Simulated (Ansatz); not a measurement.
## Ti under changes of volume

One of the cells (16.731 Å³/atom); the others are scaled copies at fixed shape and fractional positions:

```xyz
1
Lattice="0.0000 2.0300 2.0300 2.0300 0.0000 2.0300 2.0300 2.0300 0.0000" Properties=species:S:1:pos:R:3 pbc="T T T"
Ti    0.0000    0.0000    0.0000
```

This isn't the form of Ti at room conditions, which is hcp.

* Program: Ansatz 0.2.0
* Functional: PBE
* Potentials or basis: Ansatz PAW
* Cutoff: 420 eV (not typed: the program's choice for these potentials)
* k mesh: 11 × 11 × 11
* Occupations: fermi-dirac, width 0.05 eV
* Spin: no spin polarisation

```tsv
volume (Å³/atom)	energy over the lowest point (meV/atom)	pressure (GPa)
15.727	56.98	12.5
16.062	34.52	9.5
16.396	18.11	6.7
16.731	7.21	4.2
17.065	1.32	1.9
17.400	0.00	-0.2
17.735	?	?
```

Question: What does the run at 17.735 Å³/atom give?

Answer: Energy over the lowest point 2.88 meV/atom; pressure -2.2 GPa.

Worked out: A Birch-Murnaghan fit of order 3 (a polynomial in V^(-2/3)) to the other rows has its minimum at 17.33 Å³/atom with B0 = V·E''(V) = 105 GPa and B' = 3.7. It gives 2.87 meV/atom at 17.735 Å³/atom, against the run's 2.88, and -dE/dV = -2.3 GPa, against -2.2.

Energies are extrapolated to zero smearing.
